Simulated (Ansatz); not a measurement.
The following input was run with Ansatz 0.2.0.

```yaml
crystal:
  lattice:
    - [4.4676279143, 0.0, 0.0]
    - [0.0, 4.4676279143, 0.0]
    - [0.0, 0.0, 4.4676279143]
  atoms:
    - { symbol: Al, position: [0.0, 0.0, 0.0] }
    - { symbol: Ga, position: [0.5, 0.5, 0.0] }
    - { symbol: Ga, position: [0.5, 0.0, 0.5] }
    - { symbol: Ga, position: [0.0, 0.5, 0.5] }
    - { symbol: "N", position: [0.755030922, 0.755030922, 0.244969078] }
    - { symbol: "N", position: [0.755030922, 0.244969078, 0.755030922] }
    - { symbol: "N", position: [0.244969078, 0.755030922, 0.755030922] }
    - { symbol: "N", position: [0.244969078, 0.244969078, 0.244969078] }
basis:
  ecutwfc: 420
kpoints:
  mp_grid: { grid: [6, 6, 6] }
  band_path:
    path:
      - [[0.0, 0.0, 0.0], [0.0, 0.5, 0.0], [0.5, 0.5, 0.0], [0.0, 0.0, 0.0], [0.5, 0.5, 0.5], [0.0, 0.5, 0.0]]
      - [[0.5, 0.5, 0.5], [0.5, 0.5, 0.0]]
    npoints: 14
hamiltonian:
  xc: pbesol
scf:
  occupations: { method: gaussian, width: 0.02 }
  n_extra_bands: 20
output:
  forces: true
  stress: true
  eigenvalues: true
  populations: true
  dos: { projected: true, de: 0.02, nscf_kmesh: { grid: [9, 9, 9] } }
  bader: true
  write_density: true
  write_potential: true
  elf: true
  volumetric_format: npy
```

Run as
```bash
ansatz run input.yaml --threads 2 --pin off --max-ram 5120MiB --backend cpu --events-out ev --progress --plain --runs-dir out
```

Level of theory: DFT PBEsol, scalar-relativistic, plane waves, PAW (Ansatz).

From the run's log, abridged:

```
scf.n_extra_bands = 20 over 31 filled bands (N_el = 62.0): the run solves 51 bands
Pseudopotentials: kind: paw
Pseudopotential: Al, paw, valence charge 3, recommended cutoff 420 eV (normal)
Pseudopotential: Ga, paw, valence charge 13, recommended cutoff 420 eV (normal)
Pseudopotential: N, paw, valence charge 5, recommended cutoff 420 eV (normal)
Functional definition: PBEsol
Crystal: 8 atoms, lattice volume = 89.173 Å³
Basis set: ecut = 420 eV, 1743 PW (Γ), exchange–correlation on 60×60×60 points (8 copies of the dense FFT grid, shifted against one another)
Bands: 51, of which v1, the nominal top of the filled ones, is band 31 counted from 1 (30 counted from 0)
Symmetry: 24 space group operations
Space group: P-43m (ITA 215), of the structure as read, at distance tolerance 4.5e-5 Å
k-points: 20 of 216 (time reversal used)
Initial density: superposition of atomic densities (neutral atoms: chi_scale 0, normalization atom), corrected by the library's trained network
Initial wavefunctions: pseudopotential atomic-orbital guess
Functional: x = pbesol(κ = 0.804, μ = 0.12345679), c = pbesol(β = 0.046)
SCF iter   1: F=—  HF=-13274.444828 eV  |F-HF|=—  |Δ(HF+E_count)|=         —  Δρ=1.18e-2  dr2=1.24e-1  ethr=1.77e-3  ⟨swp⟩=5.8  Hψ=4372  notcnv=0  defer=41
SCF iter   2: F=—  HF=-13274.417257 eV  |F-HF|=—  |Δ(HF+E_count)|=   2.76e-2  Δρ=5.29e-3  dr2=2.89e-2  ethr=2.00e-4  ⟨swp⟩=2.0  Hψ=1284  notcnv=0  defer=284
SCF iter   3: F=—  HF=-13274.409835 eV  |F-HF|=—  |Δ(HF+E_count)|=   7.42e-3  Δρ=8.67e-4  dr2=4.36e-4  ethr=4.67e-5  ⟨swp⟩=2.0  Hψ=1073  notcnv=0  defer=295
SCF iter   4: F=—  HF=-13274.409447 eV  |F-HF|=—  |Δ(HF+E_count)|=   3.88e-4  Δρ=4.83e-4  dr2=1.26e-4  ethr=7.04e-7  ⟨swp⟩=2.0  Hψ=1360  notcnv=0  defer=295
SCF iter   5: F=—  HF=-13274.409432 eV  |F-HF|=—  |Δ(HF+E_count)|=   1.46e-5  Δρ=7.01e-5  dr2=4.84e-6  ethr=2.03e-7  ⟨swp⟩=2.5  Hψ=1353  notcnv=0  defer=295
SCF iter   6: F=—  HF=-13274.409366 eV  |F-HF|=—  |Δ(HF+E_count)|=   6.56e-5  Δρ=1.47e-5  dr2=1.68e-7  ethr=7.80e-9  ⟨swp⟩=2.0  Hψ=941  notcnv=0  defer=295
SCF iter   7: F=-13274.409367 eV  HF=-13274.409367 eV  |F-HF|=9.86e-10  |Δ(HF+E_count)|=   9.74e-8  Δρ=1.68e-6  dr2=2.01e-9  ethr=1.61e-10  ⟨swp⟩=12.7  Hψ=6617  notcnv=0
SCF 1 converged in 7 iterations: F = -13274.409367 eV  dr2 = 2.01e-9
SCF converged after 7 iterations
Free energy (F): -13274.409367 eV
Harris-Foulkes:  -13274.409367 eV  (|F-HF|=9.86e-10)
Internal energy: -13274.409367 eV  (E = F + TS)
E sigma→0 (E₀):  -13274.409367 eV
Fermi energy:    10.050466 eV
--- Per-component energies (eV) ---
  E_band       = -19.286484
  E_kinetic    = 898.552719
  E_local      = -6510.063618  (includes V_loc(G=0)·N_el)
  E_nonlocal   = 1482.086331
  E_hartree    = 2976.725353
  E_xc         = -483.703921
  E_vxc        = -508.976985  (∫ρ·V_xc dr)
  E_paw        = -6805.493367  (= ΣΔE_a)
  E_vpaw       = -1334.336657  (= ΣTr[D̂ρ^β])
  E_aug_tail   = 0.000173  (compensation charges beyond the density's cutoff)
  E_ewald      = -4835.233504
  E_core_change = 2.720468  (= ΣΔE_core)
  E_smearing   =  0.000000  (= −TS)
--- Forces (eV/Å), atoms counted from 1 ---
  atom   1  Al     0.00000000     0.00000000     0.00000000
  atom   2  Ga     0.00000000     0.00000000     0.00000000
  atom   3  Ga     0.00000000     0.00000000     0.00000000
  atom   4  Ga     0.00000000     0.00000000     0.00000000
  atom   5  N      0.00004024     0.00004024    -0.00004024
  atom   6  N      0.00004024    -0.00004024     0.00004024
  atom   7  N     -0.00004024     0.00004024     0.00004024
  atom   8  N     -0.00004024    -0.00004024    -0.00004024
--- Stress (GPa, compression-positive) ---
       -0.012505       0.000000       0.000000
        0.000000      -0.012505       0.000000
        0.000000       0.000000      -0.012505
  P = ⅓ Tr σ = -0.0125 GPa (-0.125 kbar)
--- Band table (eV; the first three rows and the last of 20) ---
  k-point 0: bands = ["-6.7742", "-5.5222", "-5.5222", "-5.5222", "-4.2869", "-4.2662", "-4.2662", "-4.2662", "-4.1866", "-4.1866", "-4.0509", "-4.0509", "-4.0509", "-4.0122", "-4.0122", "-3.9525", "-2.5341", "-2.5341", "-2.5341", "2.8194", "2.8194", "3.6214", "6.4240", "6.4240", "6.4240", "6.4301", "6.4301", "6.4301", "8.9055", "8.9055", "8.9055", "11.1952", "12.2384", "12.2384", "12.2384", "15.3496", "15.3496", "17.2889", "19.6661", "19.6661", "19.6661", "20.9461", "20.9461", "21.2387", "23.2376", "23.2376", "23.2376", "23.2641", "23.2641", "23.2641", "27.3839"]
  k-point 1: bands = ["-6.6624", "-5.5568", "-5.5237", "-5.5237", "-4.2821", "-4.2631", "-4.2631", "-4.2407", "-4.1812", "-4.1733", "-4.0815", "-4.0815", "-4.0498", "-4.0241", "-4.0120", "-3.9619", "-2.8283", "-2.4755", "-2.4755", "2.9354", "3.1164", "3.8159", "6.1139", "6.1472", "6.1472", "6.2075", "6.5685", "6.5685", "8.1771", "8.7174", "8.7174", "11.9450", "12.5533", "12.8275", "12.8275", "15.5709", "15.8417", "17.5650", "19.1291", "19.8801", "19.8801", "20.7133", "20.8005", "21.0193", "22.3904", "22.3904", "22.9652", "22.9652", "23.3907", "23.4936", "24.6266"]
  k-point 2: bands = ["-6.3628", "-5.6878", "-5.5265", "-5.5265", "-4.2511", "-4.2483", "-4.2483", "-4.1967", "-4.1480", "-4.1473", "-4.1473", "-4.1431", "-4.0444", "-4.0423", "-4.0128", "-3.9860", "-3.4168", "-2.3603", "-2.3603", "3.2364", "3.5803", "4.5044", "5.4653", "5.6745", "5.6745", "5.7375", "6.9610", "6.9610", "6.9740", "8.2182", "8.2182", "13.1064", "13.3427", "14.1605", "14.1605", "16.0467", "16.9202", "17.5901", "18.7192", "20.2221", "20.3517", "20.3517", "20.4031", "20.5169", "20.7328", "20.7328", "21.9555", "22.2607", "22.2607", "23.8101", "24.2490"]
  k-point 19: bands = ["-5.8585", "-5.6619", "-5.6619", "-5.6619", "-4.2753", "-4.2753", "-4.2753", "-4.2018", "-4.2018", "-4.0861", "-4.0861", "-4.0861", "-3.9851", "-3.9851", "-3.9851", "-3.0815", "-3.0815", "-3.0815", "-2.6140", "1.9599", "1.9599", "1.9599", "2.5771", "7.9081", "7.9081", "7.9081", "8.1515", "8.1515", "8.2209", "8.2209", "8.2209", "13.8253", "13.8253", "13.8253", "15.0863", "17.8155", "17.8155", "17.8155", "18.2093", "18.8022", "18.8022", "19.6005", "19.6005", "19.6005", "19.6184", "19.6184", "19.6184", "24.7424", "24.7424", "24.7424", "25.7200"]
--- Löwdin populations: 8 sites ---
  site symbol q [e]
     0     Al      1.9082
     1     Ga     12.2788
     2     Ga     12.2788
     3     Ga     12.2788
     4      N      5.7722
     5      N      5.7722
     6      N      5.7722
     7      N      5.7722
  spilling = 0.002685 (of n_electrons = 62.000000)
--- Bader charges: 8 sites ---
  site symbol charge [e]  shift [e]
     0     Al      2.4200     0.0013
     1     Ga      1.5232     0.0121
     2     Ga      1.5232     0.0121
     3     Ga      1.5232     0.0121
     4      N     -1.7474     0.0087
     5      N     -1.7474     0.0087
     6      N     -1.7474     0.0087
     7      N     -1.7474     0.0087
  estimated error of the sums over rays = 5.2e-4 e
```

The run converged.

The run took 37 s on 2 threads of Intel(R) Xeon(R) 6975P-C (Granite Rapids), with other jobs on the host, peak memory 0.55 GiB.